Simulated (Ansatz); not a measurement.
**Ge: input, output and frames of a trajectory**

Level of theory: DFT PBEsol, scalar-relativistic, plane waves, PAW in Ansatz 0.2.0. Cutoff 420 eV, shifted (0.5, 0.5, 0.5 steps) 2×2×2 k-points, Fermi–Dirac smearing of 0.05 eV. The mesh is coarse. No spin polarisation.

24 atoms, starting at 1.05 times the perfect crystal's volume (space group Fmmm); Langevin thermostat at 500 K (friction 0.02 fs⁻¹), fixed cell; 81 steps of 3 fs. The run is short and not equilibrated.

The run converged.

Time: 7.9 min on 4 threads of AMD EPYC 9R14 (Zen 4) (shared host), peak memory 2.1 GiB.

Command:
```bash
ansatz run input.yaml --threads 4 --pin off --max-ram 9216MiB --backend cpu --events-out ev --progress --plain --runs-dir out
```

Input:
```yaml
crystal:
  lattice:
    - [0.0, -5.8077995759, 5.2720733511]
    - [5.0528545991, 2.9038997879, 5.2720733511]
    - [-5.0528545991, 2.9038997879, 5.2720733511]
  atoms:
    - { symbol: Ge, position: [0.1887858609, 0.5157563925, 0.9840172091] }
    - { symbol: Ge, position: [0.5421799645, 0.8002066429, 0.2135263756] }
    - { symbol: Ge, position: [0.9359391095, 0.0296402969, 0.4000813785] }
    - { symbol: Ge, position: [-0.0842660061, 0.7859102092, 0.1956566233] }
    - { symbol: Ge, position: [0.4096932444, -0.0281504723, 0.610409441] }
    - { symbol: Ge, position: [0.6106969029, 0.4321368643, 0.9439202062] }
    - { symbol: Ge, position: [0.189604168, 0.8375855779, 0.5603732133] }
    - { symbol: Ge, position: [0.5337070293, 0.2709313065, 0.6767319993] }
    - { symbol: Ge, position: [0.7644004212, 0.5314536939, 0.1462524111] }
    - { symbol: Ge, position: [0.3068246413, 0.5770609607, 0.2291388426] }
    - { symbol: Ge, position: [0.6430214386, 1.049039981, 0.3315796622] }
    - { symbol: Ge, position: [-0.1090613532, 0.2035965764, 0.6386261197] }
    - { symbol: Ge, position: [0.4331644201, 0.7336373459, 0.8603359666] }
    - { symbol: Ge, position: [0.8797104597, 0.1362926695, -0.008382983] }
    - { symbol: Ge, position: [0.2085847766, 0.2194760185, 0.4262796169] }
    - { symbol: Ge, position: [0.8802644906, 0.6948977285, 0.5288553127] }
    - { symbol: Ge, position: [0.2045388935, 0.9886954303, 0.9269297138] }
    - { symbol: Ge, position: [0.5336156608, 0.3466093977, 0.2786318569] }
    - { symbol: Ge, position: [0.3055715994, 0.4924774009, 0.54171493] }
    - { symbol: Ge, position: [0.6706669043, 0.9947817141, 0.9029088623] }
    - { symbol: Ge, position: [-0.0445543411, 0.3240855612, 0.3008810215] }
    - { symbol: Ge, position: [0.8910298896, 0.7496869756, 0.8841648993] }
    - { symbol: Ge, position: [0.3379203432, 0.2358560672, 0.0639376913] }
    - { symbol: Ge, position: [0.6358928156, 0.5509303925, 0.5821873525] }
basis:
  ecutwfc: 420
kpoints:
  mp_grid: { grid: [2, 2, 2], shift: [0.5, 0.5, 0.5] }
hamiltonian:
  xc: pbesol
scf:
  occupations: { method: fermi_dirac, width: 0.05 }
  lower_state_search: "off"
  convergence: { dr2_threshold: 1.0e-07 }
output:
  forces: true
  stress: true
md:
  timestep: 3.0
  n_steps: 81
  ensemble: nvt_langevin
  temperature: 500.0
  initial_velocities: maxwell_boltzmann
  seed: 66412
  friction: 0.02
```

Output (its end):
```
...
  E_local      = -53713.991676  (includes V_loc(G=0)·N_el)
  E_nonlocal   = 10024.823352
  E_hartree    = 23528.981227
  E_xc         = -1808.596073
  E_vxc        = -1563.196893  (∫ρ·V_xc dr)
  E_paw        = -47431.692471  (= ΣΔE_a)
  E_vpaw       = -7394.629953  (= ΣTr[D̂ρ^β])
  E_aug_tail   = 0.007118  (compensation charges beyond the density's cutoff)
  E_ewald      = -35368.183466
  E_core_change = 22.030469  (= ΣΔE_core)
  E_smearing   = -0.107032  (= −TS)
  E_closure    = 0.000000  (closes the sum)
  Σ components = -102074.394430   (vs F -102074.394430, Δ=0.00e0)
--- Forces (eV/Å), atoms counted from 1 ---
  atom   1  Ge     0.14712470    -0.50449621    -0.82870335
  atom   2  Ge    -0.09435358    -0.35948318    -0.21539374
  atom   3  Ge    -0.22029738    -0.14902202     0.65351049
  atom   4  Ge     0.27970659     0.29321276     0.42583114
  atom   5  Ge    -0.73712140     0.84689368     0.14568877
  atom   6  Ge    -0.20531355    -0.16491568    -1.16063536
  atom   7  Ge     0.15240034    -0.34791841     0.08465295
  atom   8  Ge    -0.62428506    -0.69890705     0.58742956
  atom   9  Ge     0.69468177     1.10987717     0.55480149
  atom  10  Ge    -0.15886458     0.43947380     0.63163339
  atom  11  Ge     0.19219990    -0.72662546    -0.57063985
  atom  12  Ge     0.24164757     0.00658655     0.08021547
  atom  13  Ge    -0.02098738    -0.02890200    -0.32162827
  atom  14  Ge    -0.00246666     0.63643104    -0.26081618
  atom  15  Ge     0.26648089     0.47309588    -0.16760330
  atom  16  Ge    -0.13104343    -0.14044794     0.43870704
  atom  17  Ge    -0.23405381    -0.76651136    -0.36768198
  atom  18  Ge     0.39001729     0.01229692     0.26952793
  atom  19  Ge     0.11127460     0.51700991    -0.53258858
  atom  20  Ge     0.54631624     0.42339669     0.19259438
  atom  21  Ge    -1.25692731    -1.05668246     0.37191217
  atom  22  Ge     0.73230337    -0.17156493    -0.17298501
  atom  23  Ge     0.34433567     0.00776300     0.33034076
  atom  24  Ge    -0.41277176     0.34943786    -0.16817341
  max |Σ_I F_I| component: 3.49e-6 eV/Å
--- Stress (GPa, compression-positive) ---
        2.396847       1.809248      -1.202970
        1.809248       3.572753      -0.564000
       -1.202970      -0.564000       4.883426
  P = ⅓ Tr σ = 3.6177 GPa (36.177 kbar)
--- MD trajectory: 81 steps, t = 0.0 → 243.0 fs ---
  final state: T = 483.2 K   F+E_penalty+E_count = -102074.39442959 eV   E_kin = 1.499058 eV
```

Frames along the run (Å, eV/Å; dE is the potential energy from the first frame):

```xyz
24
Lattice="0.000 -5.808 5.272 5.053 2.904 5.272 -5.053 2.904 5.272" Properties=species:S:1:pos:R:3:forces:R:3 pbc="T T T" time_fs=0.00 dE_eV=0.0000 T_K=479
Ge   -2.366    3.259    8.902    2.071    0.971   -0.648
Ge    2.964   -0.205    8.203    0.195    0.610   -0.066
Ge   -1.872   -4.188    7.200   -1.443   -0.891   -0.955
Ge    2.982    3.340    4.731    0.121   -0.453    0.860
Ge   -3.227   -0.689    5.230    0.983   -0.699    1.745
Ge   -2.586    0.449   10.474    0.504   -0.866   -1.141
Ge    1.401    2.958    8.370   -0.779    0.542   -1.790
Ge   -2.050   -0.348    7.810   -1.405   -0.461   -0.606
Ge    1.946   -2.471    7.603    0.641    0.088    0.370
Ge    1.758    0.559    5.868    1.563    1.659    0.522
Ge    3.625    0.275   10.669   -1.303   -0.257   -1.149
Ge   -2.198    3.079    3.865   -0.147    0.873    0.860
Ge   -0.640    2.113   10.687   -0.799   -0.299   -0.031
Ge    0.731   -4.738    5.312    0.408   -0.260    1.235
Ge   -1.045    0.664    4.504   -0.226   -0.832    1.509
Ge    0.839   -1.559   11.093   -0.290   -0.691    1.118
Ge    0.312    4.375   11.178    0.305    0.564    0.465
Ge    0.343   -1.283    6.110   -0.683   -0.054    0.552
Ge   -0.249    1.228    7.063   -0.345    1.362    0.200
Ge    0.464    1.616   13.541    0.383    2.028   -0.954
Ge    0.117    2.074    3.060    1.570    0.163    0.181
Ge   -0.679   -0.430   13.311   -0.147   -2.411   -0.753
Ge    0.869   -1.092    3.362   -1.628   -1.359   -1.018
Ge   -0.158   -0.403    9.326    0.452    0.674   -0.506
24
Lattice="0.000 -5.808 5.272 5.053 2.904 5.272 -5.053 2.904 5.272" Properties=species:S:1:pos:R:3:forces:R:3 pbc="T T T" time_fs=30.00 dE_eV=-1.6563 T_K=597
Ge   -2.325    3.305    8.832    0.579   -0.253   -0.127
Ge    2.923   -0.165    8.241   -0.103    0.161   -0.754
Ge   -2.026   -4.182    7.193    0.399   -0.020   -0.544
Ge    3.021    3.329    4.745    0.221   -0.391    0.471
Ge   -3.118   -0.615    5.216   -0.115   -0.204    1.406
Ge   -2.476    0.404   10.414   -0.262   -0.414   -0.721
Ge    1.446    2.875    8.280   -0.593    0.038   -1.009
Ge   -2.089   -0.329    7.740   -1.227   -0.715   -0.280
Ge    1.990   -2.541    7.560    0.901    0.835   -0.301
Ge    1.734    0.674    5.896    1.490    0.708    0.147
Ge    3.561    0.321   10.555   -0.928   -0.878   -0.146
Ge   -2.270    3.079    3.846    0.311    0.628    0.654
Ge   -0.618    2.138   10.663   -0.250    0.286    0.107
Ge    0.779   -4.798    5.319    0.330    0.382    1.223
Ge   -0.957    0.650    4.601   -0.176   -0.209    0.504
Ge    0.802   -1.675   11.180   -0.945   -0.091   -0.188
Ge    0.416    4.472   11.250   -0.129   -0.420    0.237
Ge    0.221   -1.235    6.148    0.644   -0.049    0.630
Ge   -0.309    1.305    7.107   -0.314    1.479    0.177
Ge    0.445    1.608   13.555   -0.374    1.059   -0.996
Ge    0.208    2.111    3.134   -0.584   -0.446    0.011
Ge   -0.714   -0.613   13.252    0.413   -1.033   -0.541
Ge    0.734   -1.225    3.294   -0.239   -0.383   -0.240
Ge   -0.134   -0.284    9.277    0.951   -0.073    0.282
24
Lattice="0.000 -5.808 5.272 5.053 2.904 5.272 -5.053 2.904 5.272" Properties=species:S:1:pos:R:3:forces:R:3 pbc="T T T" time_fs=60.00 dE_eV=-2.7028 T_K=805
Ge   -2.175    3.308    8.823   -0.622   -1.171    0.094
Ge    2.882   -0.176    8.268   -0.150    0.400   -1.108
Ge   -2.047   -4.201    7.129    0.248   -0.031    0.530
Ge    3.057    3.305    4.774    0.352   -0.478    0.174
Ge   -3.053   -0.597    5.400   -0.695    0.289   -1.026
Ge   -2.475    0.337   10.290   -0.535   -0.196   -0.414
Ge    1.453    2.764    8.137    0.644   -0.286    0.779
Ge   -2.160   -0.338    7.649   -0.097   -0.292    0.742
Ge    2.119   -2.474    7.521    0.141    0.027   -0.050
Ge    1.809    0.837    5.924    0.835    0.051    0.274
Ge    3.440    0.220   10.544   -0.045    0.188    0.235
Ge   -2.301    3.176    3.858    0.555    0.108   -0.006
Ge   -0.634    2.137   10.672    0.089    0.212    0.143
Ge    0.836   -4.820    5.406   -0.024    0.925    0.434
Ge   -0.829    0.632    4.718   -0.530   -0.021   -0.147
Ge    0.661   -1.731   11.192   -0.396   -0.287   -0.092
Ge    0.510    4.485   11.282   -0.260   -0.690    0.186
Ge    0.135   -1.194    6.274    0.621   -0.319    0.306
Ge   -0.376    1.478    7.131   -0.935    0.811    0.045
Ge    0.443    1.728   13.499   -0.828   -0.171   -0.104
Ge    0.205    2.105    3.119   -0.035   -0.133   -0.326
Ge   -0.700   -0.809   13.197    0.878    0.583   -0.353
Ge    0.570   -1.333    3.297    0.340    0.169    0.131
Ge   -0.059   -0.304    9.323    0.449    0.313   -0.447
24
Lattice="0.000 -5.808 5.272 5.053 2.904 5.272 -5.053 2.904 5.272" Properties=species:S:1:pos:R:3:forces:R:3 pbc="T T T" time_fs=90.00 dE_eV=-2.9481 T_K=539
Ge   -2.142    3.149    8.720   -0.655   -0.989    0.323
Ge    2.936   -0.139    8.197   -0.194    0.757   -0.390
Ge   -1.986   -4.209    7.130   -0.295   -0.478    0.561
Ge    3.021    3.184    4.769    0.346   -0.157    0.454
Ge   -3.079   -0.574    5.485   -0.540   -0.247   -2.561
Ge   -2.579    0.255   10.137   -0.106    0.048    0.062
Ge    1.495    2.700    8.096    0.738   -0.115    0.843
Ge   -2.209   -0.286    7.581    0.534   -0.222    1.932
Ge    2.252   -2.417    7.523   -0.511   -0.188   -0.387
Ge    1.877    0.966    5.974    0.463   -0.216    0.023
Ge    3.429    0.170   10.567   -0.120    0.458   -0.355
Ge   -2.263    3.268    3.799    0.413    0.106    0.065
Ge   -0.603    2.075   10.677   -0.339    0.024   -0.136
Ge    0.858   -4.817    5.439   -0.206    0.607    0.183
Ge   -0.757    0.579    4.766   -0.404    0.425   -0.741
Ge    0.557   -1.725   11.138    0.006   -0.602    0.371
Ge    0.590    4.424   11.328   -0.411   -0.066   -0.102
Ge    0.108   -1.135    6.360    0.703   -0.635    0.494
Ge   -0.500    1.607    7.132   -0.686    0.681   -0.016
Ge    0.353    1.759   13.435   -0.451   -0.541    0.141
Ge    0.223    2.080    3.036    0.321   -0.214   -0.062
Ge   -0.749   -0.870   13.183    1.099    0.593   -0.250
Ge    0.524   -1.354    3.288    0.279    0.259    0.295
Ge    0.088   -0.279    9.293    0.016    0.712   -0.747
24
Lattice="0.000 -5.808 5.272 5.053 2.904 5.272 -5.053 2.904 5.272" Properties=species:S:1:pos:R:3:forces:R:3 pbc="T T T" time_fs=120.00 dE_eV=-3.4506 T_K=700
Ge   -2.261    2.940    8.728    0.066    0.414    0.180
Ge    2.953   -0.017    8.080    0.194    0.761    0.407
Ge   -1.980   -4.170    7.208   -0.166   -0.299   -0.016
Ge    2.911    3.080    4.796    0.439    0.196    0.454
Ge   -3.024   -0.594    5.290   -0.022   -0.010   -0.505
Ge   -2.754    0.193   10.079    0.257    0.405    0.898
Ge    1.613    2.684    8.090   -0.112   -0.071    0.327
Ge   -2.178   -0.176    7.685   -0.019   -0.836   -0.153
Ge    2.353   -2.279    7.535   -0.627   -0.675   -0.565
Ge    1.937    1.077    6.062    0.040   -0.504   -0.388
Ge    3.462    0.162   10.540   -0.063    0.094   -0.134
Ge   -2.225    3.317    3.766    0.382    0.158    0.235
Ge   -0.577    1.975   10.726   -0.479    0.089   -0.286
Ge    0.837   -4.781    5.360   -0.523   -0.173    0.487
Ge   -0.738    0.545    4.771    0.054    0.514   -0.594
Ge    0.504   -1.748   11.120   -0.145   -0.188   -0.101
Ge    0.651    4.333   11.382   -0.370    0.234   -0.646
Ge    0.165   -1.117    6.419    0.379   -0.482    0.436
Ge   -0.635    1.746    7.120    0.252    0.721   -0.197
Ge    0.298    1.690   13.374   -0.082   -0.448    0.032
Ge    0.325    2.076    3.012    0.257   -0.307   -0.114
Ge   -0.769   -0.878   13.191    0.540   -0.201    0.086
Ge    0.537   -1.383    3.300   -0.283    0.261    0.464
Ge    0.202   -0.178    9.211    0.031    0.347   -0.307
24
Lattice="0.000 -5.808 5.272 5.053 2.904 5.272 -5.053 2.904 5.272" Properties=species:S:1:pos:R:3:forces:R:3 pbc="T T T" time_fs=153.00 dE_eV=-3.2908 T_K=459
Ge   -2.375    2.832    8.874    0.362    0.627    0.067
Ge    2.908    0.055    7.984    0.353    0.087    0.777
Ge   -2.057   -4.090    7.236   -0.073   -0.263   -0.592
Ge    2.921    2.942    4.775    0.706    0.853    0.187
Ge   -2.999   -0.571    5.090    0.297    0.081    0.913
Ge   -2.841    0.234   10.101    0.203    0.165    0.977
Ge    1.678    2.652    8.053   -0.326    0.415   -0.167
Ge   -2.127   -0.113    7.767    0.036   -0.579   -0.674
Ge    2.478   -2.307    7.516   -0.648   -0.611   -0.420
Ge    1.915    1.178    6.075   -0.322   -1.253   -0.675
Ge    3.532    0.206   10.471   -0.027   -0.078    0.210
Ge   -2.163    3.355    3.756    0.172    0.315    0.606
Ge   -0.567    1.827   10.767   -0.222    0.250   -0.265
Ge    0.810   -4.766    5.387   -0.472   -0.299    0.432
Ge   -0.690    0.704    4.743   -0.274   -0.188    0.545
Ge    0.510   -1.789   11.120   -0.091    0.512   -0.638
Ge    0.672    4.264   11.365   -0.355    0.158   -0.279
Ge    0.242   -1.093    6.519   -0.026   -0.161    0.030
Ge   -0.658    1.969    7.134   -0.168    0.105   -0.253
Ge    0.223    1.585   13.370    0.296   -0.145    0.016
Ge    0.371    2.021    2.980    0.487    0.144   -0.848
Ge   -0.704   -0.968   13.260    0.440   -0.210    0.106
Ge    0.443   -1.421    3.386   -0.548    0.141   -0.157
Ge    0.281   -0.122    9.111    0.199   -0.068    0.105
24
Lattice="0.000 -5.808 5.272 5.053 2.904 5.272 -5.053 2.904 5.272" Properties=species:S:1:pos:R:3:forces:R:3 pbc="T T T" time_fs=183.00 dE_eV=-3.6857 T_K=563
Ge   -2.353    2.859    9.008    0.009    0.395    0.036
Ge    2.906    0.017    8.024    0.317    0.107    0.212
Ge   -2.126   -4.052    7.202    0.068    0.014   -0.154
Ge    3.002    2.962    4.834    0.502    0.549    0.292
Ge   -2.978   -0.565    5.066    0.183    0.098    0.728
Ge   -2.889    0.380   10.208    0.075   -0.385    0.017
Ge    1.661    2.659    8.013    0.116    0.400    0.116
Ge   -2.103   -0.031    7.730   -0.084   -0.372   -0.002
Ge    2.518   -2.394    7.529   -0.303   -0.475    0.034
Ge    1.776    1.145    6.060    0.243   -0.914   -0.669
Ge    3.565    0.268   10.475    0.008   -0.137    0.269
Ge   -2.148    3.455    3.768    0.187    0.059    0.458
Ge   -0.579    1.735   10.784    0.149    0.252   -0.295
Ge    0.804   -4.784    5.503   -0.233   -0.069    0.112
Ge   -0.679    0.835    4.783   -0.336    0.018    0.340
Ge    0.520   -1.716   11.073   -0.030    0.567   -0.521
Ge    0.716    4.248   11.344   -0.461    0.099   -0.055
Ge    0.298   -1.087    6.528   -0.272   -0.261   -0.279
Ge   -0.663    2.121    7.168   -0.515   -0.116   -0.384
Ge    0.252    1.493   13.386    0.385    0.098    0.141
Ge    0.501    1.924    2.879    0.028   -0.141   -0.657
Ge   -0.647   -1.035   13.349    0.460    0.064   -0.047
Ge    0.345   -1.429    3.399   -0.231    0.068   -0.342
Ge    0.405   -0.157    8.965   -0.265    0.082    0.649
24
Lattice="0.000 -5.808 5.272 5.053 2.904 5.272 -5.053 2.904 5.272" Properties=species:S:1:pos:R:3:forces:R:3 pbc="T T T" time_fs=213.00 dE_eV=-3.5606 T_K=729
Ge   -2.334    2.880    9.175    0.133    0.066   -0.371
Ge    2.952    0.089    8.091    0.131   -0.242   -0.309
Ge   -2.150   -4.040    7.136    0.022    0.079    0.194
Ge    3.079    3.000    4.856    0.285    0.305    0.443
Ge   -2.945   -0.598    5.170   -0.530    0.885    0.163
Ge   -2.893    0.392   10.323   -0.198   -0.489   -1.107
Ge    1.632    2.687    8.018    0.425   -0.025    0.351
Ge   -1.974    0.078    7.700   -0.549   -0.570    0.417
Ge    2.521   -2.481    7.487    0.340    0.395    0.621
Ge    1.682    1.021    5.990    0.340    0.009   -0.069
Ge    3.590    0.369   10.519    0.237   -0.683    0.132
Ge   -2.174    3.515    3.792    0.128    0.024    0.296
Ge   -0.486    1.610   10.772    0.151    0.168   -0.227
Ge    0.847   -4.889    5.634   -0.130    0.370   -0.375
Ge   -0.780    0.890    4.796   -0.017    0.325   -0.146
Ge    0.568   -1.616   10.935   -0.064    0.091    0.155
Ge    0.560    4.261   11.350   -0.233   -0.510   -0.282
Ge    0.256   -1.093    6.487   -0.090   -0.268   -0.135
Ge   -0.657    2.194    7.172   -0.401    0.412   -0.486
Ge    0.193    1.432   13.387    0.583    0.328    0.202
Ge    0.619    1.909    2.812   -0.793   -0.647    0.108
Ge   -0.594   -1.067   13.414    0.536   -0.140   -0.209
Ge    0.263   -1.369    3.321    0.152   -0.076    0.086
Ge    0.522   -0.175    8.886   -0.459    0.192    0.548
24
Lattice="0.000 -5.808 5.272 5.053 2.904 5.272 -5.053 2.904 5.272" Properties=species:S:1:pos:R:3:forces:R:3 pbc="T T T" time_fs=243.00 dE_eV=-3.3304 T_K=483
Ge   -2.327    2.938    9.230    0.147   -0.504   -0.829
Ge    2.967    0.152    8.047   -0.094   -0.359   -0.215
Ge   -2.253   -3.998    7.039   -0.220   -0.149    0.654
Ge    3.213    3.012    4.935    0.280    0.293    0.426
Ge   -2.914   -0.593    5.247   -0.737    0.847    0.146
Ge   -2.872    0.301   10.323   -0.205   -0.165   -1.161
Ge    1.674    2.716    8.075    0.152   -0.348    0.085
Ge   -1.952    0.166    7.714   -0.624   -0.699    0.587
Ge    2.513   -2.587    7.488    0.695    1.110    0.555
Ge    1.637    0.967    5.910   -0.159    0.439    0.632
Ge    3.615    0.361   10.552    0.192   -0.727   -0.571
Ge   -2.232    3.568    3.860    0.242    0.007    0.080
Ge   -0.382    1.482   10.808   -0.021   -0.029   -0.322
Ge    0.880   -4.987    5.687   -0.002    0.636   -0.261
Ge   -0.902    0.979    4.752    0.266    0.473   -0.168
Ge    0.562   -1.602   10.872   -0.131   -0.140    0.439
Ge    0.351    4.253   11.234   -0.234   -0.767   -0.368
Ge    0.198   -1.112    6.401    0.390    0.012    0.270
Ge   -0.672    2.260    7.125    0.111    0.517   -0.533
Ge    0.154    1.352   13.360    0.546    0.423    0.193
Ge    0.677    1.852    2.794   -1.257   -1.057    0.372
Ge   -0.603   -1.145   13.471    0.732   -0.172   -0.173
Ge    0.154   -1.355    3.176    0.344    0.008    0.330
Ge    0.567   -0.210    8.895   -0.413    0.349   -0.168
```